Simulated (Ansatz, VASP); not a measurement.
KF (Carobbiite) in VASP and in Ansatz

Contents of INCAR:

```
ALGO = Normal ; EDIFF = 1E-6
ENCUT = 520 ; GGA = PE
ISIF = 2 ; ISMEAR = 0
LASPH = T ; LCHARG = F
LREAL = F ; LWAVE = F
NBANDS = 15 ; NELM = 80
PREC = Accurate ; SIGMA = 0.02
```

File KPOINTS:

```
k-points
0
Gamma
  8 8 8
```

Contents of POSCAR:

```
KF
1.0
    0.0000000000      2.6255172513      2.6255172513
    2.6255172513      0.0000000000      2.6255172513
    2.6255172513      2.6255172513      0.0000000000
K F
1 1
Direct
    0.0000000000      0.0000000000      0.0000000000
    0.5000000000      0.5000000000      0.5000000000
```

Input for Ansatz:

```yaml
crystal:
  lattice:
    - [0.0, 2.6255172513, 2.6255172513]
    - [2.6255172513, 0.0, 2.6255172513]
    - [2.6255172513, 2.6255172513, 0.0]
  atoms:
    - { symbol: K, position: [0.0, 0.0, 0.0] }
    - { symbol: F, position: [0.5, 0.5, 0.5] }
basis:
  ecutwfc: 420
kpoints:
  mp_grid: { grid: [8, 8, 8] }
hamiltonian:
  xc: pbe
scf:
  occupations: { method: gaussian, width: 0.02 }
output:
  forces: true
  stress: true
  eigenvalues: true
```

Alike in both runs: task single point; functional PBE; k mesh 8 × 8 × 8; occupations gaussian, width 0.02 eV; no spin polarisation.

|  | VASP | Ansatz |
| --- | --- | --- |
| version | VASP 6.6.1 | Ansatz 0.2.0 |
| potentials or method | VASP PAW PBE potentials, release 64 (K_sv, F) | scalar-relativistic, plane waves, PAW |
| plane-wave cutoff (eV) | 520 | 420 |
| valence electrons in the cell | 16 | 16 |

|  | VASP | Ansatz | Ansatz less VASP |
| --- | --- | --- | --- |
| gap on the k mesh at the Fermi level (eV) | 6.45 | 6.47 | +0.018 |
| least direct gap on the mesh (eV) | 6.45 | 6.47 | +0.018 |
| pressure (GPa) | 3.6 | 3.5 | -0.10 |

A k mesh can miss the band edges. As with any semilocal functional, this PBE gap is likely too small.
